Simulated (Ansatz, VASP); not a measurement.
**Ti: VASP beside Ansatz**

```
Ti
1.0
     4.56737    0.00000    0.00000
    -2.28369    3.95546    0.00000
     0.00000    0.00000    2.82624
Ti
3
Direct
  0.66667 0.33333 0.50000
  0.33333 0.66667 0.50000
  0.00000 0.00000 0.00000
```

Alike in both runs: task single point; functional PBEsol; k mesh 7 × 7 × 9; occupations fermi-dirac, width 0.05 eV; no spin polarisation.

|  | VASP | Ansatz |
| --- | --- | --- |
| version | VASP 6.6.1 | Ansatz 0.2.0 |
| potentials or method | VASP PAW PBE potentials, release 64 (Ti_sv), cutoff 520 eV | all-electron LAPW, scalar-relativistic |

```csv
,VASP,Ansatz,Ansatz less VASP
gap on the k mesh at the Fermi level (eV),none,none,-
pressure (GPa),-3.9,-3.7,+0.18
largest component of the traceless stress (GPa),0.06,0.06,+0.003
```

A gap of «none» marks a metal or a gap that the smearing closes. Ansatz ran all-electron here, so the differences hold the error of VASP's frozen core and of both bases.

Caveats: the PAW data sets were made with another functional, which shifts forces and pressure a little (VASP).
